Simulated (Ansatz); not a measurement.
TaN: relaxation of cell and atoms with revPBE+D4

The system is TaN.

```
CELL_PARAMETERS angstrom
2.92177 0.00000 0.00000
-1.46088 2.53033 0.00000
0.00000 0.00000 5.91652
ATOMIC_POSITIONS crystal
Ta 0.00000 0.00000 0.50000
Ta 0.00000 0.00000 0.00000
N 0.33333 0.66667 0.25000
N 0.66667 0.33333 0.75000
```

The cell comes from a database or a generator and needn't be the stable form of this composition.

```json
{
 "Program": "Ansatz 0.2.0",
 "Task": "relaxation of cell and atoms",
 "Functional": "revPBE",
 "Dispersion": "D4",
 "Potentials or basis": "Ansatz PAW",
 "Cutoff": "420 eV (not typed: the program's choice for these potentials)",
 "k mesh": "10 × 10 × 5",
 "Occupations": "fermi-dirac, width 0.05 eV",
 "Spin": "no spin polarisation"
}
```

```
Relaxed volume                         : 10.70 Å³/atom
Relaxed cell                           : a = 2.900 Å, b = 2.900 Å, c = 5.880 Å, α = 90.00°, β = 90.00°, γ = 120.00°
Space group after relaxing (to 0.05 Å) : P6_3/mmc (No. 194)
Energy gained by relaxing              : 5.0 meV/atom
Ionic steps                            : 7
Pressure after relaxing                : 0.0 GPa
Band gap on the k mesh                 : none (metal or under the smearing width)
```

The path:
| step | energy change (eV) | largest force (eV/Å) | volume (Å³) |
| --- | --- | --- | --- |
| 1 | 0.0000 | 0.0000 | 43.74 |
| 2 | -0.0063 | 0.0000 | 42.21 |
| 3 | -0.0221 | 0.0000 | 42.82 |
| 4 | -0.0223 | 0.0000 | 42.83 |
| 5 | -0.0202 | 0.0000 | 42.83 |
| 6 | -0.0202 | 0.0000 | 42.81 |
| 7 | -0.0202 | 0.0000 | 42.81 |

Final structure:
```yaml
crystal:
  lattice:
    - [2.89961, 0.00000, 0.00000]
    - [-1.44981, 2.51114, 0.00000]
    - [0.00000, 0.00000, 5.87995]
  atoms:
    - { symbol: Ta, position: [0.00000, 0.00000, 0.50000] }
    - { symbol: Ta, position: [0.00000, 0.00000, 0.00000] }
    - { symbol: N, position: [0.33333, 0.66667, 0.25000] }
    - { symbol: N, position: [0.66667, 0.33333, 0.75000] }
```

Levels at points of the mesh, in eV from the Fermi level:
```
            k point  band 15  band 16  band 17  band 18  band 19  band 20  band 21  band 22
 (0.00, 0.00, 0.00)    -3.55    -2.03    -2.03    -0.23    -0.23     0.58     0.58     2.38
(0.00, -0.50, 0.00)    -4.17    -3.79    -2.84    -2.18     2.93     4.08     4.96     5.31
```

Wall time 8.2 s on 2 threads of Arm Neoverse V2 (shared host), peak memory 0.34 GiB.

Caveat: the plane-wave basis is chosen anew once the cell has moved, so the energies of steps on either side of that aren't comparable; the pressure holds a Pulay correction of +0.4 GPa for the finite cutoff; pairwise dispersion overbinds metals, which lowers pressure and volume; the PAW data sets come from PBE, with cores solved anew for the run's functional, which leaves a small shift of forces and pressure. Spin-orbit coupling is left out, which matters for the levels of Ta.
